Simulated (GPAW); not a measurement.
Input of a GPAW 26.7.0 run:

Contents of run.py:

```python
import numpy as np
from ase.dft.bandgap import bandgap
from ase.io import read, write
from ase.units import GPa
from gpaw import GPAW, PW
from gpaw.spinorbit import soc_eigenstates

atoms = read('ZnSe.xyz')

calc = GPAW(mode=PW(600),
            xc='MGGA_X_SCAN+MGGA_C_SCAN',
            kpts={'size': (7, 7, 7), 'gamma': True},
            occupations={'name': 'fermi-dirac', 'width': 0.05},
            nbands=18,
            convergence={'density': 1e-05, 'energy': 1e-05},
            maxiter=150,
            txt='gpaw.txt')
atoms.calc = calc
energy = atoms.get_potential_energy()
forces = atoms.get_forces()
stress = atoms.get_stress()
calc.write('gs.gpw')
write('result.traj', atoms)
print(f'Energy: {energy:.6f} eV')
print('Forces (eV/A):')
print(forces.round(4))
print('Stress (GPa):', (stress / GPa).round(3))
print('Fermi level:', round(calc.get_fermi_level(), 4), 'eV')
print(f'Gap: {bandgap(calc)[0]:.4f} eV, direct: {bandgap(calc, direct=True)[0]:.4f} eV')

path = atoms.cell.bandpath('GXWKGLUWLK,UX', npoints=80, eps=1e-4)
bs_calc = calc.fixed_density(kpts=path, symmetry='off', nbands=29,
                             convergence={'bands': 'CBM+6.0', 'eigenstates': 1e-6}, txt='bands.txt')
bs = bs_calc.band_structure()
bs.write('bs.json')
print(f'Gap on the path: {bandgap(bs_calc)[0]:.4f} eV')

soc = soc_eigenstates(bs_calc, theta=54.7, phi=45, ignore_xc_potential=True)
np.savetxt('soc_bands.dat', soc.eigenvalues(), fmt='%.4f')
mesh = soc_eigenstates('gs.gpw', theta=54.7, phi=45, ignore_xc_potential=True)
np.savetxt('soc_mesh.dat', mesh.eigenvalues(), fmt='%.4f')
print('Fermi level with spin-orbit coupling:', round(mesh.fermi_level, 4), 'eV')
```

The input ZnSe.xyz:

```xyz
2
Lattice="0.0000000000 2.8338000000 2.8338000000 2.8338000000 0.0000000000 2.8338000000 2.8338000000 2.8338000000 0.0000000000" Properties=species:S:1:pos:R:3 pbc="T T T"
Se     4.2507000000      4.2507000000      4.2507000000
Zn     0.0000000000      0.0000000000      0.0000000000
```

Potentials or basis: GPAW PAW data sets (gpaw-data 1.2.1), pw.

Command:

```bash
$ OMP_NUM_THREADS=1 python run.py
```

(1) What does it give for the band gap along the path?

(2) Predict the pressure.

(3) Estimate the band gap on the k mesh.

Results:

(1) 1.64 eV, direct.

(2) -0.8 GPa.

(3) 1.64 eV, direct.

Caveat: spin-orbit coupling was added after a scalar SCF, so levels and gaps hold it while energy, forces, pressure and moments don't; this program's spin-orbit splittings come out too wide for heavy elements; the PAW data sets were made with another functional, which shifts forces and pressure a little.

**Measured values to compare with.**

From “Alloy Disordering Effects on the Thermal Conductivity and Energy Gap Temperature Dependence of Cd1−xZnxSe Ternary Crystals Grown by the Bridgman Method”, 2023, pmc:10253836, for a bulk crystal of ZnSe at 300 K: band gap 2.695 ± 0.003 eV (an exciton energy, a little under the gap).

A measured gap of ZnSe is 2.695 eV (an exciton energy, a little under the gap; 300 K; “Alloy Disordering Effects on the Thermal Conductivity and Energy Gap Temperature Dependence of Cd1−xZnxSe Ternary Crystals Grown by the Bridgman Method”, 2023, pmc:10253836); the calculated 1.64 eV misses it by -1.05 eV. The value is that of SCAN, without temperature or zero-point motion.
